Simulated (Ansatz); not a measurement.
# Ge: the cost of one run

Computed with Ansatz 0.2.0 (DFT PBE, scalar-relativistic, plane waves, PAW, unless a step's input says otherwise).

## Step 1: The system as given

The structure is hexagonal, space group P6_3/mmc (No. 194). Conventional cell: a = 3.998 Å, b = 3.998 Å, c = 6.599 Å, α = 90.00°, β = 90.00°, γ = 120.00°. Ge (site symmetry 3m) is surrounded by 4 Ge at 2.45 to 2.47 Å.

Structure file:

```cif
data_structure
_symmetry_space_group_name_H-M 'P6_3/mmc'
_symmetry_Int_Tables_number 194
_cell_length_a 3.9976
_cell_length_b 3.9976
_cell_length_c 6.5994
_cell_angle_alpha 90.000
_cell_angle_beta 90.000
_cell_angle_gamma 120.000
_cell_volume 91.33
loop_
_atom_site_label
_atom_site_type_symbol
_atom_site_symmetry_multiplicity
_atom_site_Wyckoff_symbol
_atom_site_fract_x
_atom_site_fract_y
_atom_site_fract_z
_atom_site_occupancy
Ge1 Ge 4 f 0.66667 0.33333 0.56290 1
```

The runs take a perfect supercell of 48 atoms; the defect goes to fractional position (0.833, 0.750, 0.333).

## Step 2: The perfect supercell

Input file input.yaml:

```yaml
crystal:
  lattice:
    - [-5.996379, 3.462011, 6.599378]
    - [5.996379, -3.462011, 6.599378]
    - [5.996379, 10.386033, -6.599378]
  atoms:
    - { symbol: Ge, position: [0.698117, 0.364784, 0.0] }
    - { symbol: Ge, position: [0.198117, 0.864784, 0.0] }
    - { symbol: Ge, position: [0.03145, 0.198117, 0.166667] }
    - { symbol: Ge, position: [0.53145, 0.698117, 0.166667] }
    - { symbol: Ge, position: [0.364784, 0.031451, 0.333333] }
    - { symbol: Ge, position: [0.864784, 0.531451, 0.333333] }
    - { symbol: Ge, position: [0.698117, 0.864784, 0.5] }
    - { symbol: Ge, position: [0.198117, 0.364784, 0.5] }
    - { symbol: Ge, position: [0.03145, 0.698117, 0.666667] }
    - { symbol: Ge, position: [0.53145, 0.198117, 0.666667] }
    - { symbol: Ge, position: [0.364784, 0.531451, 0.833333] }
    - { symbol: Ge, position: [0.864784, 0.031451, 0.833333] }
    - { symbol: Ge, position: [0.114784, 0.448117, 0.0] }
    - { symbol: Ge, position: [0.614784, 0.948117, 0.0] }
    - { symbol: Ge, position: [0.448117, 0.28145, 0.166667] }
    - { symbol: Ge, position: [0.948117, 0.78145, 0.166667] }
    - { symbol: Ge, position: [0.781451, 0.114784, 0.333333] }
    - { symbol: Ge, position: [0.281451, 0.614784, 0.333333] }
    - { symbol: Ge, position: [0.114784, 0.948117, 0.5] }
    - { symbol: Ge, position: [0.614784, 0.448117, 0.5] }
    - { symbol: Ge, position: [0.448117, 0.78145, 0.666667] }
    - { symbol: Ge, position: [0.948117, 0.28145, 0.666667] }
    - { symbol: Ge, position: [0.781451, 0.614784, 0.833333] }
    - { symbol: Ge, position: [0.281451, 0.114784, 0.833333] }
    - { symbol: Ge, position: [0.385216, 0.051883, 0.0] }
    - { symbol: Ge, position: [0.885216, 0.551883, 0.0] }
    - { symbol: Ge, position: [0.718549, 0.885216, 0.166667] }
    - { symbol: Ge, position: [0.218549, 0.385216, 0.166667] }
    - { symbol: Ge, position: [0.051883, 0.71855, 0.333333] }
    - { symbol: Ge, position: [0.551883, 0.21855, 0.333333] }
    - { symbol: Ge, position: [0.385216, 0.551883, 0.5] }
    - { symbol: Ge, position: [0.885216, 0.051883, 0.5] }
    - { symbol: Ge, position: [0.718549, 0.385216, 0.666667] }
    - { symbol: Ge, position: [0.218549, 0.885216, 0.666667] }
    - { symbol: Ge, position: [0.051883, 0.21855, 0.833333] }
    - { symbol: Ge, position: [0.551883, 0.71855, 0.833333] }
    - { symbol: Ge, position: [0.801883, 0.135216, 0.0] }
    - { symbol: Ge, position: [0.301883, 0.635216, 0.0] }
    - { symbol: Ge, position: [0.135216, 0.968549, 0.166667] }
    - { symbol: Ge, position: [0.635216, 0.468549, 0.166667] }
    - { symbol: Ge, position: [0.46855, 0.801883, 0.333333] }
    - { symbol: Ge, position: [0.96855, 0.301883, 0.333333] }
    - { symbol: Ge, position: [0.801883, 0.635216, 0.5] }
    - { symbol: Ge, position: [0.301883, 0.135216, 0.5] }
    - { symbol: Ge, position: [0.135216, 0.468549, 0.666667] }
    - { symbol: Ge, position: [0.635216, 0.968549, 0.666667] }
    - { symbol: Ge, position: [0.46855, 0.301883, 0.833333] }
    - { symbol: Ge, position: [0.96855, 0.801883, 0.833333] }
basis:
  ecutwfc: 420
  fft_grid_basis: typed
kpoints:
  mp_grid: { grid: [2, 2, 2] }
hamiltonian:
  xc: pbe
  pseudopotentials: { kind: paw }
scf:
  occupations: { method: gaussian, width: 0.05 }
output:
  forces: true
  stress: false
  eigenvalues: true
  bader: false
  write_density: true
  volumetric_format: npy
```

On the command line:

```bash
$ ansatz run input.yaml --threads 8 --pin off --max-ram 16384MiB --backend cpu --events-out ev --progress --plain --runs-dir out
```

Q: Estimate wall time and peak memory on 8 threads of Arm Neoverse V2, shared host.

About 18 s, with a peak of 8.9 GiB.
